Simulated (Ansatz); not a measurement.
# Rh: further runs on the relaxed cell

One table from this session's results is given with a row withheld; the runs are named, their logs left out.

The COD entry's cell or inner coordinates are ideal or old and differ from later refinements, so a difference from it is no clean test against experiment.

Program: Ansatz 0.2.0. Level of theory: DFT PBEsol, scalar-relativistic, plane waves, PAW. These are calculated values, not measurements.

1 further run of the same task is left out (set aside as unsound or not needed).

## Starting point

Symmetry: Fm-3m, No. 225, cubic system. Conventional cell: a = 3.780 Å, b = 3.780 Å, c = 3.780 Å, α = 90.00°, β = 90.00°, γ = 90.00°. Around Rh (site symmetry m-3m) lie 12 Rh at 2.67 Å.

Structure file:

```
Rh
1.0
     0.00000    1.88999    1.88999
     1.88999    0.00000    1.88999
     1.88999    1.88999    0.00000
Rh
1
Direct
  0.00000 0.00000 0.00000
```

This cell was relaxed beforehand with the same method: volume 13.50 Å³/atom, gap on the mesh none (metal).

Set-up of the first run:

Contents of input.yaml:

```yaml
crystal:
  lattice:
    - [0.0, 1.8899900483, 1.8899900483]
    - [1.8899900483, 0.0, 1.8899900483]
    - [1.8899900483, 1.8899900483, 0.0]
  atoms:
    - { symbol: Rh, position: [0.0, 0.0, 0.0] }
basis:
  ecutwfc: 420
kpoints:
  mp_grid: { grid: [18, 18, 18] }
  band_path:
    path:
      - [[0.0, 0.0, 0.0], [0.5, 0.0, 0.5], [0.625, 0.25, 0.625]]
      - [[0.375, 0.375, 0.75], [0.0, 0.0, 0.0], [0.5, 0.5, 0.5], [0.5, 0.25, 0.75], [0.5, 0.0, 0.5]]
    npoints: 14
hamiltonian:
  xc: pbesol
scf:
  occupations: { method: gaussian, width: 0.1 }
  n_extra_bands: 6
output:
  forces: true
  stress: true
  eigenvalues: true
  populations: true
  dos: { projected: true, de: 0.02, nscf_kmesh: { grid: [27, 27, 27] } }
  bader: true
  write_density: true
  write_potential: true
  elf: true
  volumetric_format: npy
```

Launch:

```
> ansatz run input.yaml --threads 1 --pin off --max-ram 2560MiB --backend cpu --events-out ev --progress --plain --runs-dir out
```

Among the steps run: Static run: bands, density of states and charges; Volume × 0.97; Volume × 1.03; Point at V/V0 = 0.94; The cell scaled to 1.06 of its volume.

One of the session's tables, all rows but one given; the rest of the session is left out.

It belongs to the step «Fit of the equation of state». 

```
volume (Å³/atom)  energy above the lowest point (meV/atom)  pressure (GPa)
          12.692                                      50.5           21.41
          13.097                                      11.8            9.73
          13.502                                       0.0            0.00
          13.907                                         ?               ?
          14.312                                      40.2          -14.83
```

Q: Estimate the row for volume (Å³/atom) = 13.907 from the others.

Worked estimate for «energy above the lowest point (meV/atom)». A straight line through the neighbours (13.502, 0.0) and (14.312, 40.2) gives 0.0 + (40.2 − 0.0) × (13.907 − 13.502) / (14.312 − 13.502) = 20.1; a parabola fitted to 3 rows on both sides gives 9.5.

The run gave: energy above the lowest point (meV/atom): 10.7; pressure (GPa): -8.10. In «energy above the lowest point (meV/atom)» the line misses by +9.4 and the parabola by -1.2.
